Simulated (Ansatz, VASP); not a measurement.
# Pt (Pt wire along [100], 21 atoms a period): VASP beside Ansatz

One calculation is typed for both programs; each brings its own data sets. How far apart do they land? The structure shown is the start of the Ansatz relaxation below; VASP solves that cell, so the two are compared at the walk's first step.

Method: plane waves, with VASP 6.6.1 beside it; single point at PBE, in Ansatz 0.2.0.

### Step 1. The structure

The cell holds 21 atoms: 21 Pt. Cell: a = 14.740 Å, b = 14.740 Å, c = 3.970 Å, α = 90.0°, β = 90.0°, γ = 90.0°. Vacuum lies along a and b. The structure's axis is c.

### Step 2. Ansatz: relaxation, PBE

Ansatz runs on its PAW soft_1 files.

The two programs are compared at the cell with which this relaxation starts, whose forces are those of its first step.

File input.yaml:

```yaml
crystal:
  lattice:
    - [14.74, 0.0, 0.0]
    - [0.0, 14.74, 0.0]
    - [0.0, 0.0, 3.97]
  atoms:
    - { symbol: Pt, position: [0.230664858, 0.5, 0.0] }
    - { symbol: Pt, position: [0.365332429, 0.365332429, 0.0] }
    - { symbol: Pt, position: [0.365332429, 0.634667571, 0.0] }
    - { symbol: Pt, position: [0.5, 0.230664858, 0.0] }
    - { symbol: Pt, position: [0.5, 0.5, 0.0] }
    - { symbol: Pt, position: [0.5, 0.769335142, 0.0] }
    - { symbol: Pt, position: [0.634667571, 0.365332429, 0.0] }
    - { symbol: Pt, position: [0.634667571, 0.634667571, 0.0] }
    - { symbol: Pt, position: [0.769335142, 0.5, 0.0] }
    - { symbol: Pt, position: [0.230664858, 0.365332429, 0.5] }
    - { symbol: Pt, position: [0.230664858, 0.634667571, 0.5] }
    - { symbol: Pt, position: [0.365332429, 0.230664858, 0.5] }
    - { symbol: Pt, position: [0.365332429, 0.5, 0.5] }
    - { symbol: Pt, position: [0.365332429, 0.769335142, 0.5] }
    - { symbol: Pt, position: [0.5, 0.365332429, 0.5] }
    - { symbol: Pt, position: [0.5, 0.634667571, 0.5] }
    - { symbol: Pt, position: [0.634667571, 0.230664858, 0.5] }
    - { symbol: Pt, position: [0.634667571, 0.5, 0.5] }
    - { symbol: Pt, position: [0.634667571, 0.769335142, 0.5] }
    - { symbol: Pt, position: [0.769335142, 0.365332429, 0.5] }
    - { symbol: Pt, position: [0.769335142, 0.634667571, 0.5] }
kpoints:
  mp_grid: { grid: [1, 1, 21] }
scf:
  occupations: { method: fermi_dirac, width: 0.05 }
hamiltonian:
  xc: pbe
  pseudopotentials: { kind: paw, azcp: { folder: soft_1 } }
relax:
  cell: { fix: [a, b, alpha, beta, gamma] }
  max_steps: 45
  f_tol: 0.03
```

On the command line:

```sh
> ansatz run input.yaml --threads 8 --pin off --max-ram 16384MiB --backend cpu --events-out ev --progress --plain --runs-dir out
```

Numbers of over 12 decimals in the logs are rounded to 6 here.

What it wrote:

```text
Engine: ansatz 0.2.0, aarch64-unknown-linux-gnu
Pseudopotentials: kind: paw
Pseudopotential: Pt, paw, valence charge 18, recommended cutoff 420 eV (normal), soft_1/Pt.paw.azcp
Functional definition: PBE
  parameter kappa = 0.804
  parameter beta = 0.066725
  exchange = pbe_x(kappa = kappa, mu = beta*pi^2/3)
  correlation = pbe_c(beta = beta)
Crystal: 21 atoms, lattice volume = 862.552 Å³
Basis set: ecut = 420 eV, 16921 PW (Γ), exchange–correlation on 200×200×54 points (8 copies of the dense FFT grid, shifted against one another)
Bands: 227, of which v1, the nominal top of the filled ones, is band 189 counted from 1 (188 counted from 0)
Symmetry: 16 space group operations
Space group: P4/mmm (ITA 123), of the structure as read, at distance tolerance 9.5e-5 Å
k-points: 11 of 21
Non-local potential: Pt, projectors of the file, l = 0: 3, l = 1: 2, l = 2: 2, l = 3: 1
PAW form: soft (Blöchl's): semilocal exchange-correlation on the pseudo side does not see the compensation charge
PAW one-centre angular grid: Pt, 590 points (default); XC on 64 Gauss nodes
Initial density: superposition of atomic densities (neutral atoms: chi_scale 0, normalization atom)
Initial wavefunctions: pseudopotential atomic-orbital guess
Functional: x = pbe(κ = 0.804, μ = 0.219515), c = pbe(β = 0.066725)
SCF iter   1: F=—  HF=-263008.189998 eV  |F-HF|=—  |Δ(HF+E_count)|=         —  Δρ=5.44e-2  dr2=4.03e1  ethr=3.10e-3  ⟨swp⟩=6.1  Hψ=8742  notcnv=0  defer=131
preconditioner: auto → LDOS  [metal: Δε(μ)=0.020 eV  Ē_g=6.095 eV  σ=0.050 eV  W_gap=0.10  n_scr=210 (ndim 8)  ℏωp=18.3 eV  f_vac=0.511  D(μ)=34.90/eV (n_scr^D=306)  β→1.0]
SCF iter   2: F=—  HF=-263007.544142 eV  |F-HF|=—  |Δ(HF+E_count)|=   6.46e-1  Δρ=4.20e-2  dr2=2.39e1  ethr=3.10e-3  ⟨swp⟩=3.0  Hψ=6428  notcnv=0  defer=219
SCF iter   3: F=—  HF=-263001.608198 eV  |F-HF|=—  |Δ(HF+E_count)|=    5.94e0  Δρ=1.23e-2  dr2=3.54e0  ethr=3.10e-3  ⟨swp⟩=2.0  Hψ=4914  notcnv=0  defer=228
SCF iter   4: F=—  HF=-263001.356250 eV  |F-HF|=—  |Δ(HF+E_count)|=   2.52e-1  Δρ=3.40e-3  dr2=5.23e-1  ethr=9.37e-4  ⟨swp⟩=2.0  Hψ=4134  notcnv=0  defer=231
SCF iter   5: F=—  HF=-263001.319603 eV  |F-HF|=—  |Δ(HF+E_count)|=   3.66e-2  Δρ=1.79e-3  dr2=4.51e-2  ethr=1.38e-4  ⟨swp⟩=2.0  Hψ=3463  notcnv=0  defer=231
SCF iter   6: F=—  HF=-263001.316560 eV  |F-HF|=—  |Δ(HF+E_count)|=   3.04e-3  Δρ=8.45e-4  dr2=1.37e-2  ethr=1.19e-5  ⟨swp⟩=2.0  Hψ=3523  notcnv=0  defer=231
SCF iter   7: F=—  HF=-263001.315762 eV  |F-HF|=—  |Δ(HF+E_count)|=   7.98e-4  Δρ=5.78e-4  dr2=5.82e-3  ethr=3.63e-6  ⟨swp⟩=2.0  Hψ=2822  notcnv=0  defer=231
SCF iter   8: F=—  HF=-263001.315413 eV  |F-HF|=—  |Δ(HF+E_count)|=   3.49e-4  Δρ=1.87e-4  dr2=1.05e-3  ethr=1.54e-6  ⟨swp⟩=2.0  Hψ=3394  notcnv=0  defer=231
SCF iter   9: F=—  HF=-263001.315380 eV  |F-HF|=—  |Δ(HF+E_count)|=   3.27e-5  Δρ=6.59e-5  dr2=5.31e-5  ethr=2.77e-7  ⟨swp⟩=1.9  Hψ=2341  notcnv=0  defer=231
SCF iter  10: F=—  HF=-263001.314042 eV  |F-HF|=—  |Δ(HF+E_count)|=   1.34e-3  Δρ=2.41e-5  dr2=7.82e-6  ethr=1.40e-8  ⟨swp⟩=2.1  Hψ=3571  notcnv=0  defer=231
SCF iter  11: F=—  HF=-263001.314044 eV  |F-HF|=—  |Δ(HF+E_count)|=   2.23e-6  Δρ=8.77e-6  dr2=1.82e-6  ethr=2.07e-9  ⟨swp⟩=2.0  Hψ=3374  notcnv=0  defer=231
SCF iter  12: F=—  HF=-263001.314044 eV  |F-HF|=—  |Δ(HF+E_count)|=   1.01e-7  Δρ=4.58e-6  dr2=3.41e-7  ethr=4.81e-10  ⟨swp⟩=2.0  Hψ=3293  notcnv=0  defer=231
SCF iter  13: F=—  HF=-263001.314044 eV  |F-HF|=—  |Δ(HF+E_count)|=   1.46e-8  Δρ=2.16e-6  dr2=1.18e-7  ethr=2.65e-11  ⟨swp⟩=5.0  Hψ=8291  notcnv=0
SCF iter  14: F=-263001.314044 eV  HF=-263001.314044 eV  |F-HF|=1.00e-8  |Δ(HF+E_count)|=   7.22e-9  Δρ=9.07e-7  dr2=1.40e-8  ethr=2.65e-11  ⟨swp⟩=4.0  Hψ=6684  notcnv=0
SCF 1 converged in 14 iterations: F = -263001.314044 eV  dr2 = 1.40e-8
  greatest PAW one-centre occupation: 1.000 electrons in one spin orbital (limit 2), on the Pt atom at site 15 (counted from 0), in its partial waves of l = 0
relax step   1: F+E_penalty+E_count = -263001.31404409 eV  Δ(F+E_penalty+E_count) = +0.000e0 eV  max|allowed force component| = 1.069e0 eV/Å  Δτ_max = 0.0000 Å  P = -4.569 GPa  Ω = 862.552 Å³  fix = [a, b, alpha, beta, gamma]  reactions: a -3.956, b -3.956 GPa  (14 SCF iters, dr2 threshold 1.00e-7 eV, accepted)
[...]
relax step   9: F+E_penalty+E_count = -263003.39805183 eV  Δ(F+E_penalty+E_count) = -2.898e-4 eV  max|allowed force component| = 2.954e-3 eV/Å  Δτ_max = 0.0056 Å  P = -0.004 GPa  Ω = 845.479 Å³  energy of the carried Pulay correction = -1.580e-4 eV  fix = [a, b, alpha, beta, gamma]  reactions: a -0.016, b -0.016 GPa  (8 SCF iters, dr2 threshold 7.13e-9 eV, accepted)
[...]
relax step  10: F+E_penalty+E_count = -263003.39825979 eV  Δ(F+E_penalty+E_count) = -2.080e-4 eV  max|allowed force component| = 2.936e-3 eV/Å  Δτ_max = 0.0000 Å  P = -0.004 GPa  Ω = 845.479 Å³  fix = [a, b, alpha, beta, gamma]  reactions: a -0.016, b -0.016 GPa  stress off target by 1.99e-2 GPa on what of the cell is left free  SCF on the basis re-selected at this cell (its energy is not comparable with the rows above)  (7 SCF iters)
basis re-selected at this cell: Δ(F+E_penalty+E_count) = -2.080e-4 eV, ΔP = -0.000 GPa vs the last step (what re-selecting the basis moved, of the pressure what is left beyond the Pulay correction that the steps carried, after the strain that the cell walked since its last selection, with what the two solves' SCF thresholds leave and, on support functions, any second-order correction that the steps lacked; it is no m [...]
SCF converged after 7 iterations
Free energy (F): -263003.398260 eV
Harris-Foulkes:  -263003.398260 eV  (|F-HF|=6.98e-10)
Internal energy: -263003.077776 eV  (E = F + TS)
E sigma→0 (E₀):  -263003.238018 eV
Entropy (-TS):   -0.320484 eV (-15.261 meV/atom)
Fermi energy:    5.419790 eV
--- Per-component energies (eV) ---
  E_band       = -9278.642361
  E_kinetic    = 12527.437392
  E_local      = -236769.088538  (includes V_loc(G=0)·N_el)
  E_nonlocal   = 4289.139914
  E_hartree    = 111511.932111
  E_xc         = -4858.124257
  E_vxc        = -5668.962802  (∫ρ·V_xc dr)
  E_paw        = -199167.189627  (= ΣΔE_a)
  E_vpaw       = -6681.056776  (= ΣTr[D̂ρ^β])
  E_aug_tail   = 0.023298  (compensation charges beyond the density's cutoff)
  E_ewald      = 49462.791929
  E_smearing   = -0.320484  (= −TS)
  E_closure    = 0.000000  (closes the sum)
  Σ components = -263003.398260   (vs F -263003.398260, Δ=0.00e0)
--- Forces (eV/Å), atoms counted from 1 ---
  atom   1  Pt     0.00170528     0.00000000     0.00000000
  atom   2  Pt     0.00293579     0.00293579     0.00000000
  atom   3  Pt     0.00293579    -0.00293579     0.00000000
  atom   4  Pt     0.00000000     0.00170528     0.00000000
  atom   5  Pt     0.00000000     0.00000000     0.00000000
  atom   6  Pt     0.00000000    -0.00170528     0.00000000
  atom   7  Pt    -0.00293579     0.00293579     0.00000000
  atom   8  Pt    -0.00293579    -0.00293579     0.00000000
  atom   9  Pt    -0.00170528     0.00000000     0.00000000
  atom  10  Pt    -0.00103617     0.00034852     0.00000000
  atom  11  Pt    -0.00103617    -0.00034852     0.00000000
  atom  12  Pt     0.00034852    -0.00103617     0.00000000
  atom  13  Pt    -0.00062460     0.00000000     0.00000000
  atom  14  Pt     0.00034852     0.00103617     0.00000000
  atom  15  Pt     0.00000000    -0.00062460     0.00000000
  atom  16  Pt     0.00000000     0.00062460     0.00000000
  atom  17  Pt    -0.00034852    -0.00103617     0.00000000
  atom  18  Pt     0.00062460     0.00000000     0.00000000
  atom  19  Pt    -0.00034852     0.00103617     0.00000000
  atom  20  Pt     0.00103617     0.00034852     0.00000000
  atom  21  Pt     0.00103617    -0.00034852     0.00000000
  max |Σ_I F_I| component: 1.30e-18 eV/Å
--- Stress (GPa, compression-positive) ---
       -0.015885       0.000000       0.000000
        0.000000      -0.015885       0.000000
        0.000000       0.000000       0.019871
  P = ⅓ Tr σ = -0.0040 GPa (-0.040 kbar)
--- Relaxed structure (8 steps of the walk, 8 accepted, 2 SCFs on fresh bases) ---
  F+E_penalty+E_count = -263003.39825979 eV   max|allowed force component| = 2.936e-3 eV/Å   (the final SCF, on the basis selected at the relaxed cell)
  cell:  # Å, volume = 845.4789 Å³
    - [14.74, 0.0, 0.0]
    - [0.0, 14.74, 0.0]
    - [0.0, 0.0, 3.891417]
  atoms:
    - { symbol: Pt, position: [0.234193, 0.5, 0.0] }
    - { symbol: Pt, position: [0.348999, 0.348999, 0.0] }
    - { symbol: Pt, position: [0.348999, 0.651001, 0.0] }
    - { symbol: Pt, position: [0.5, 0.234193, 0.0] }
    - { symbol: Pt, position: [0.5, 0.5, 0.0] }
    - { symbol: Pt, position: [0.5, 0.765807, 0.0] }
    - { symbol: Pt, position: [0.651001, 0.348999, 0.0] }
    - { symbol: Pt, position: [0.651001, 0.651001, 0.0] }
    - { symbol: Pt, position: [0.765807, 0.5, 0.0] }
    - { symbol: Pt, position: [0.234095, 0.378603, 0.5] }
    - { symbol: Pt, position: [0.234095, 0.621397, 0.5] }
    - { symbol: Pt, position: [0.378603, 0.234095, 0.5] }
    - { symbol: Pt, position: [0.371262, 0.5, 0.5] }
    - { symbol: Pt, position: [0.378603, 0.765905, 0.5] }
    - { symbol: Pt, position: [0.5, 0.371262, 0.5] }
    - { symbol: Pt, position: [0.5, 0.628738, 0.5] }
    - { symbol: Pt, position: [0.621397, 0.234095, 0.5] }
    - { symbol: Pt, position: [0.628738, 0.5, 0.5] }
    - { symbol: Pt, position: [0.621397, 0.765905, 0.5] }
    - { symbol: Pt, position: [0.765905, 0.378603, 0.5] }
    - { symbol: Pt, position: [0.765905, 0.621397, 0.5] }
```

[end of part 1 of 2]

[Lines on the potential files, build, host, timing and source positions are cut from VASP's logs without a mark.]

[Logs are printed without paths, hosts, clocks, repeated set-up lines and the standing remarks that a program may print on its own settings, such as how far it seeks lower states.]

[Hosts, paths, dates, database ids (printed as entryN), source tags and the programs' standing remarks are cut or masked in the printed files.]
